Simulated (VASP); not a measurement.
Write the native input for VASP 6.6.1 that does the following.

* Task: band structure
* Functional: PBEsol
* Potentials or basis: VASP PAW PBE potentials, release 64 (Sn_d, O)
* Cutoff: 520 eV
* k mesh: 4 × 4 × 6
* Occupations: gaussian, width 0.03 eV
* Spin: spin-orbit coupling, no magnetisation
* Further INCAR settings: ALGO = Normal; EDIFF = 1e-06; NBANDS = 70

The structure of SnO2 lies in POSCAR:

```
SnO2                                    
1.0
    4.7714001542      0.0000000000      0.0000000000
   -0.0000000000      4.7714001542      0.0000000000
    0.0000000000      0.0000000000      3.2165924293
  Sn              O             
     2     4
Direct
     0.0000000000000000    0.0000000000000000    0.0000000000000000
     0.5000000000000000    0.5000000000000000    0.5000000000000000
     0.3062614077595441    0.3062614077595441    0.0000000000000000
     0.1937385922404559    0.8062614077595440    0.5000000000000000
     0.6937385922404560    0.6937385922404560    0.0000000000000000
     0.8062614077595440    0.1937385922404559    0.5000000000000000
```

These files were run (other wordings do the same):

INCAR

```
ALGO     = Normal         # electronic algorithm
EDIFF    = 1E-6           # SCF threshold, eV
ENCUT    = 520            # plane-wave cutoff, eV
GGA      = PS             # functional
GGA_COMPAT= False        
ISIF     = 2              # what is computed and relaxed
ISMEAR   = 0              # smearing method
KPAR     = 2            
LASPH    = True           # aspherical terms in the spheres
LCHARG   = False          # write CHGCAR
LORBIT   = 11             # projections on sites
LREAL    = False          # projectors in reciprocal space
LSORBIT  = True           # spin-orbit coupling
LWAVE    = False          # write WAVECAR
MAGMOM   = 0 0 0 0 0 0 0 0 0 0 0 0 0 0 0 0 0 0 # initial moments
NBANDS   = 70             # bands
NELM     = 80             # most SCF steps
PREC     = Accurate       # precision mode
SIGMA    = 0.03           # smearing width, eV
```

KPOINTS

```
k-points
0
Gamma
  4 4 6
```

KPOINTS_OPT

```
explicit points
186
Reciprocal
 0.0000000000  0.0000000000  0.0000000000 1
 0.0000000000  0.0263157895  0.0000000000 1
 0.0000000000  0.0526315789  0.0000000000 1
 0.0000000000  0.0789473684  0.0000000000 1
 0.0000000000  0.1052631579  0.0000000000 1
 0.0000000000  0.1315789474  0.0000000000 1
[... 178 lines left out ...]
 0.0000000000  0.5000000000  0.0000000000 1
 0.0000000000  0.0000000000  0.5000000000 1
```

Potentials or basis: VASP PAW PBE potentials, release 64 (Sn_d, O).

Launch:

```console
$ cat potpaw_PBE.64/Sn_d/POTCAR potpaw_PBE.64/O/POTCAR > POTCAR
$ mpirun -np 2 vasp_ncl > vasp.out
```

Results of the run:

```
Pressure                                              : 0.1 GPa
Valence electrons inside the program's atomic spheres : Sn 12.33; O 5.04
```

Caveat: the PAW data sets were made with another functional, which shifts forces and pressure a little.

It took 5.4 min on 2 MPI ranks on Intel(R) Xeon(R) 6975P-C (Granite Rapids) (shared host), peak memory 0.51 GiB a rank.
